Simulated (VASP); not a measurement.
# W (Im-3m) in VASP: density of states with PBE

Aim: the density of states of W with PBE.

Everything below comes from runs of VASP 6.6.1. Logs are shortened: lines on timing, memory, paths and dates and some standing lists are left out, and cuts for length are marked.

## 1. The crystal as given

The structure is cubic, space group Im-3m (No. 229). Conventional cell: a = 3.182 Å, b = 3.182 Å, c = 3.182 Å, α = 90.00°, β = 90.00°, γ = 90.00°. Around W (site symmetry m-3m) lie 8 W at 2.76 Å.

## 2. Density of states, PBE

POSCAR reads:

```
W                                       
1.0
   -1.5909170481      1.5909170481      1.5909170481
    1.5909170481     -1.5909170481      1.5909170481
    1.5909170481      1.5909170481     -1.5909170481
  W             
     1
Direct
     0.0000000000000000    0.0000000000000000    0.0000000000000000
```

INCAR.step1 reads:

```
  ALGO = Fast
  EDIFF = 1E-7
  ENCUT = 250
  GGA = PE
  ISIF = 2
  ISMEAR = 0
  LASPH = True
  LCHARG = True
  LMAXMIX = 4
  LREAL = False
  LWAVE = False
  NBANDS = 13
  NELM = 60
  PREC = Accurate
  SIGMA = 0.1
```

KPOINTS.step1 reads:

```
k-points
0
Gamma
  18 18 18
```

INCAR.step2 reads:

```
  ALGO = Fast
  EDIFF = 1E-7
  ENCUT = 250
  GGA = PE
  ICHARG = 11
  ISIF = 2
  ISMEAR = -5
  LASPH = True
  LCHARG = False
  LMAXMIX = 4
  LORBIT = 10
  LREAL = False
  LWAVE = False
  NBANDS = 13
  NEDOS = 2001
  NELM = 60
  PREC = Accurate
  SIGMA = 0.1
```

KPOINTS.step2 reads:

```
k-points
0
Gamma
  27 27 27
```

Potentials or basis: VASP PAW PBE potentials, release 64 (W_sv).

On the command line:

```
> cat potpaw_PBE.64/W_sv/POTCAR > POTCAR
> cp INCAR.step1 INCAR
> cp KPOINTS.step1 KPOINTS
> mpirun -np 1 vasp_std > vasp.out
> cp INCAR.step2 INCAR
> cp KPOINTS.step2 KPOINTS
> mpirun -np 1 vasp_std > vasp.out
```

OUTCAR:

```text
EDIFF = 1E-7
   ENCUT = 250
   GGA = PE
   ICHARG = 11
   ISIF = 2
   ISMEAR = -5
   LASPH = True
   LORBIT = 10
   LREAL = False
   NELM = 60
   PREC = Accurate

 ion  position               nearest neighbor table
   1  0.000  0.000  0.000-

  LATTYP: Found a body centered cubic cell.
 ALAT       =     3.1818340962

  Lattice vectors:

 A1 = (  -1.5909170481,   1.5909170481,   1.5909170481)
 A2 = (   1.5909170481,  -1.5909170481,   1.5909170481)
 A3 = (   1.5909170481,   1.5909170481,  -1.5909170481)

Analysis of symmetry for initial positions (statically):
=====================================================================
 Subroutine PRICEL returns:
 Original cell was already a primitive cell.

 Routine SETGRP: Setting up the symmetry group for a
 body centered cubic supercell.

 Subroutine GETGRP returns: Found 48 space group operations
 (whereof 48 operations were pure point group operations)
 out of a pool of 48 trial point group operations.

The static configuration has the point symmetry O_h .

Analysis of symmetry for dynamics (positions and initial velocities):
=====================================================================
 Subroutine PRICEL returns:
 Original cell was already a primitive cell.

 Routine SETGRP: Setting up the symmetry group for a
 body centered cubic supercell.

 Subroutine GETGRP returns: Found 48 space group operations
 (whereof 48 operations were pure point group operations)
 out of a pool of 48 trial point group operations.

The dynamic configuration has the point symmetry O_h .

 Subroutine INISYM returns: Found 48 space group operations
 (whereof 48 operations are pure point group operations),
 and found     1 'primitive' translations

----------------------------------------------------------------------------------------

                                     Primitive cell

  volume of cell :      16.1066

  direct lattice vectors                    reciprocal lattice vectors
    -1.590917048  1.590917048  1.590917048     0.000000000  0.314284142  0.314284142
     1.590917048 -1.590917048  1.590917048     0.314284142  0.000000000  0.314284142
     1.590917048  1.590917048 -1.590917048     0.314284142  0.314284142  0.000000000

  length of vectors
     2.755549158  2.755549158  2.755549158     0.444464897  0.444464897  0.444464897

  position of ions in fractional coordinates (direct lattice)
     0.000000000  0.000000000  0.000000000

  ion indices of the primitive-cell ions
   primitive index   ion index
                 1           1

----------------------------------------------------------------------------------------

 KPOINTS: k-points

Automatic generation of k-mesh.
 Grid dimensions read from file:
 generate k-points for:   27   27   27

 Generating k-lattice:

  Cartesian coordinates                     Fractional coordinates (reciprocal lattice)
     0.000000000  0.011640153  0.011640153     0.037037037  0.000000000  0.000000000
     0.011640153  0.000000000  0.011640153     0.000000000  0.037037037  0.000000000
     0.011640153  0.011640153  0.000000000     0.000000000  0.000000000  0.037037037

  Length of vectors
     0.016461663  0.016461663  0.016461663

  Shift w.r.t. Gamma in fractional coordinates (k-lattice)
     0.000000000  0.000000000  0.000000000

 TETIRR: Found  23679 inequivalent tetrahedra from   118098

 Subroutine IBZKPT returns following result:
 ===========================================

 Found    560 irreducible k-points:

 Following reciprocal coordinates:
            Coordinates               Weight
  0.000000  0.000000  0.000000      1.000000
  0.037037  0.000000  0.000000     12.000000
  0.074074  0.000000  0.000000     12.000000
  0.111111  0.000000  0.000000     12.000000
  0.148148  0.000000  0.000000     12.000000
  0.185185  0.000000  0.000000     12.000000
[... 16 lines left out ...]
  0.333333  0.037037  0.000000     48.000000
  0.370370  0.037037 -0.000000     48.000000
 [... further k-points ...]
   k-points           NKPTS =    560   k-points in BZ     NKDIM =    560   number of bands    NBANDS=     13
   number of dos      NEDOS =   2001   number of ions     NIONS =      1
   total plane-waves  NPLWV =   2744
   dimension x,y,z NGX =    14 NGY =   14 NGZ =   14
   dimension x,y,z NGXF=    28 NGYF=   28 NGZF=   28
   ions per type =               1
   NGX,Y,Z   is equivalent  to a cutoff of   8.45,  8.45,  8.45 a.u.
   NGXF,Y,Z  is equivalent  to a cutoff of  16.89, 16.89, 16.89 a.u.
 SYSTEM =  unknown system
   PREC   = accura    normal or accurate (medium, high low for compatibility)
   ISTART =      0    job   : 0-new  1-cont  2-samecut
   ICHARG =     11    charge: 1-file 2-atom 10-const
   ISPIN  =      1    spin polarized calculation?
   LNONCOLLINEAR =      F non collinear calculations
   LSORBIT =      F    spin-orbit coupling
   LASPH  =      T    aspherical Exc in radial PAW
   ENCUT  =  250.0 eV  18.37 Ry    4.29 a.u.   3.55  3.55  3.55*2*pi/ulx,y,z
   NELM   =     60;   NELMIN=  2; NELMDL=  0     # of ELM steps
   EDIFF  = 0.1E-06   stopping-criterion for ELM
   LREAL  =      F    real-space projection
   EDIFFG = 0.1E-05   stopping-criterion for IOM
   NSW    =      0    number of steps for IOM
   IBRION =     -1    ionic relax: 0-MD 1-quasi-New 2-CG
   NFREE  =      0    steps in history (QN), initial steepest desc. (CG)
   ISIF   =      2    stress and relaxation
   ISYM   =      2    0-nonsym 1-usesym 2-fastsym
   POTIM  = 0.5000    time-step for ionic-motion
   TEBEG  =    0.0;   TEEND  =   0.0 temperature during run
   PSTRESS=    0.0 pullay stress
   NELECT =      14.0000    total number of electrons
   NUPDOWN=      -1.0000    fix difference up-down
   EMIN   =  10.00;   EMAX   =-10.00  energy-range for DOS
   EFERMI =   0.00;   METHOD = LEGACY
   ISMEAR =    -5;   SIGMA  =   0.10  broadening in eV -4-tet -1-fermi 0-gaus
   EFERMI_NEDOS =   21; number of points for ismear=-14 and -15
   IALGO  =     68    algorithm
   IMIX   =      4    mixing-type and parameters
     AMIX     =   0.40;   BMIX     =  1.00
     AMIX_MAG =   1.60;   BMIX_MAG =  1.00
  volume/ion in A,a.u.               =      16.11       108.69
  Fermi-wavevector in a.u.,A,eV,Ry     =   1.562368  2.952447 33.211733  2.440993
  Thomas-Fermi vector in A             =   2.665297
   LORBIT       =     10    0 simple, 1 ext, 2 COOP (PROOUT), +10 PAW based schemes
   GGA     = PE    functional components
   LHFCALC =     F    Hartree Fock is set to
   AEXX    =    0.0000 exact exchange contribution
   IVDW    =     0    specifies the selected vdW correction
   LEPSILON=     F    determine dielectric tensor
   LRPA    =     F    only Hartree local field effects (RPA)
 non-spin polarized calculation
 RMM-DIIS sequential band-by-band and
 Fermi weights with tetrahedron method with Bloechl corrections
  energy-cutoff  :      250.00
  volume of cell :       16.11
 maximum number of plane-waves:       152

 number of electron      13.9999968 magnetization

 Free energy of the ion-electron system (eV)
  ---------------------------------------------------
  ext. energy  EPLUGINS =         0.00000000
  ---------------------------------------------------
  free energy    TOTEN  =       -12.95542716 eV

  energy without entropy =      -12.95542716  energy(sigma->0) =      -12.95542716

 E-fermi :  11.2504     XC(G=0): -13.5530

 val. band max:       11.3162793244   @ k =   0.4444   0.0741   0.0370
 cond. band min:      11.1987058676   @ k =  -0.1481   0.1852   0.1111
 fundamental gap:     -0.1175734567
 Fermi energy:        11.2503627838

 k-point     1 :       0.0000    0.0000    0.0000
  band No.  band energies     occupation
      1     -62.9398      2.00000
      2     -26.5476      2.00000
      3     -26.5476      2.00000
      4     -26.5476      2.00000
      5       1.6603      2.00000
      6      10.0194      2.00000
      7      10.0194      2.00000
      8      10.0195      2.00000
      9      13.4463      0.00000
     10      13.4463      0.00000
     11      25.7026      0.00000
     12      25.7026      0.00000
     13      25.7026      0.00000

 k-point     2 :       0.0370    0.0000    0.0000
  band No.  band energies     occupation
      1     -62.9381      2.00000
      2     -26.5655      2.00000
      3     -26.5532      2.00000
      4     -26.5477      2.00000
      5       1.7260      2.00000
      6       9.9792      2.00000
      7      10.0113      2.00000
      8      10.0824      2.00000
      9      13.3794      0.00000
     10      13.4466      0.00000
     11      25.7596      0.00000
     12      25.8143      0.00000
     13      25.8658      0.00000

 k-point     3 :       0.0741    0.0000    0.0000
  band No.  band energies     occupation
      1     -62.9333      2.00000
      2     -26.6179      2.00000
      3     -26.5696      2.00000
      4     -26.5480      2.00000
      5       1.9200      2.00000
      6       9.8628      2.00000
      7       9.9810      2.00000
      8      10.2704      2.00000
      9      13.2057      0.00000
     10      13.4490      0.00000
     11      25.9194      0.00000
     12      26.1449      0.00000
     13      26.3225      0.00000
[... 305 lines left out ...]
 k-point    23 :       0.3333    0.0370    0.0000
  band No.  band energies     occupation
      1     -62.8401      2.00000
      2     -27.5384      2.00000
      3     -26.8721      2.00000
      4     -26.5610      2.00000
      5       5.0057      2.00000
      6       8.1164      2.00000
      7       9.8906      2.00000
      8      13.2144      0.00000
      9      13.9953      0.00000
     10      15.0637      0.00000
     11      24.0820      0.00000
     12      24.7174      0.00000
     13      31.0465      0.00000

 k-point    24 :       0.3704    0.0370   -0.0000
  band No.  band energies     occupation
      1     -62.8293      2.00000
      2     -27.6347      2.00000
      3     -26.9057      2.00000
      4     -26.5617      2.00000
      5       5.0914      2.00000
      6       7.9554      2.00000
      7      10.4276      2.00142
      8      13.3434      0.00000
      9      14.1189      0.00000
     10      15.8877      0.00000
     11      23.4154      0.00000
     12      23.7711      0.00000
     13      29.7933      0.00000

 [... further k-points ...]
[... 5 lines left out ...]
  --------------------------------------------------------------------------------------
  -------------------------------------------------------------------------------------
  Total       -0.0399301     -0.0399301     -0.0399301      0.0000000     -0.0000000      0.0000000
  in kB       -3.9719918     -3.9719918     -3.9719918      0.0000000     -0.0000000      0.0000000
  external PRESSURE =      -3.9719918 kB  Pullay stress =       0.0000000 kB

 VOLUME and BASIS-vectors are now :
 -----------------------------------------------------------------------------
  energy-cutoff  :      250.00
  volume of cell :       16.11
      direct lattice vectors                 reciprocal lattice vectors
    -1.590917048  1.590917048  1.590917048     0.000000000  0.314284142  0.314284142
     1.590917048 -1.590917048  1.590917048     0.314284142  0.000000000  0.314284142
     1.590917048  1.590917048 -1.590917048     0.314284142  0.314284142  0.000000000

 POSITION                                       TOTAL-FORCE (eV/Angst)
 -----------------------------------------------------------------------------------
      0.00000      0.00000      0.00000         0.000000      0.000000      0.000000
 -----------------------------------------------------------------------------------
    total drift:                               -0.000000     -0.000000     -0.000000

  FREE ENERGIE OF THE ION-ELECTRON SYSTEM (eV)
  ---------------------------------------------------
  free  energy   TOTEN  =       -12.9554271616 eV

  energy  without entropy=      -12.9554271616  energy(sigma->0) =      -12.95542716

 total charge

# of ion       s       p       d       tot
------------------------------------------
    1        2.398   6.335   3.318  12.051
```

It took 24 s on 1 thread of Intel Xeon Platinum 8488C (Sapphire Rapids), shared host; peak memory 0.19 GiB.

Results:

```
Valence electrons inside the program's atomic spheres : W 12.05
```

States per cell in windows of 0.5 eV (zero at the Fermi level; states under -8 eV left out):
| from (eV) | total | W1_d | W1_p | W1_s |
| --- | --- | --- | --- | --- |
| -8.0 | 0.05 | 0.00 | 0.00 | 0.02 |
| -7.5 | 0.07 | 0.00 | 0.00 | 0.03 |
| -7.0 | 0.09 | 0.01 | 0.01 | 0.03 |
| -6.5 | 0.21 | 0.06 | 0.01 | 0.06 |
| -6.0 | 0.31 | 0.11 | 0.01 | 0.06 |
| -5.5 | 0.43 | 0.19 | 0.02 | 0.06 |
| -5.0 | 0.51 | 0.26 | 0.03 | 0.05 |
| -4.5 | 0.38 | 0.20 | 0.02 | 0.02 |
| -4.0 | 0.25 | 0.16 | 0.01 | 0.00 |
| -3.5 | 0.89 | 0.61 | 0.05 | 0.00 |
| -3.0 | 0.62 | 0.42 | 0.03 | 0.01 |
| -2.5 | 0.65 | 0.40 | 0.06 | 0.01 |
| -2.0 | 0.77 | 0.48 | 0.07 | 0.01 |
| -1.5 | 0.32 | 0.19 | 0.04 | 0.01 |
| -1.0 | 0.20 | 0.11 | 0.03 | 0.00 |
| -0.5 | 0.20 | 0.12 | 0.02 | 0.00 |
| 0.0 | 0.28 | 0.20 | 0.02 | 0.01 |
| 0.5 | 0.39 | 0.30 | 0.01 | 0.01 |
| 1.0 | 0.44 | 0.35 | 0.01 | 0.01 |
| 1.5 | 0.57 | 0.47 | 0.01 | 0.01 |
| 2.0 | 0.55 | 0.47 | 0.01 | 0.01 |
| 2.5 | 0.75 | 0.65 | 0.01 | 0.01 |
| 3.0 | 1.03 | 0.88 | 0.02 | 0.03 |
| 3.5 | 0.32 | 0.24 | 0.02 | 0.01 |
| 4.0 | 0.27 | 0.20 | 0.02 | 0.01 |
| 4.5 | 0.22 | 0.17 | 0.02 | 0.01 |
| 5.0 | 0.18 | 0.13 | 0.02 | 0.01 |
| 5.5 | 0.15 | 0.11 | 0.02 | 0.01 |
| 6.0 | 0.17 | 0.11 | 0.02 | 0.01 |
| 6.5 | 0.16 | 0.09 | 0.02 | 0.02 |
| 7.0 | 0.15 | 0.08 | 0.02 | 0.02 |
| 7.5 | 0.18 | 0.08 | 0.03 | 0.03 |

Caveat: the cutoff is under 1.25 times the usual one of these potentials, so pressure, stress and relaxed cells hold a basis-set (Pulay) error; tetrahedron occupations give inexact forces and stress in metals. Spin-orbit coupling is left out, which matters for the levels of W.
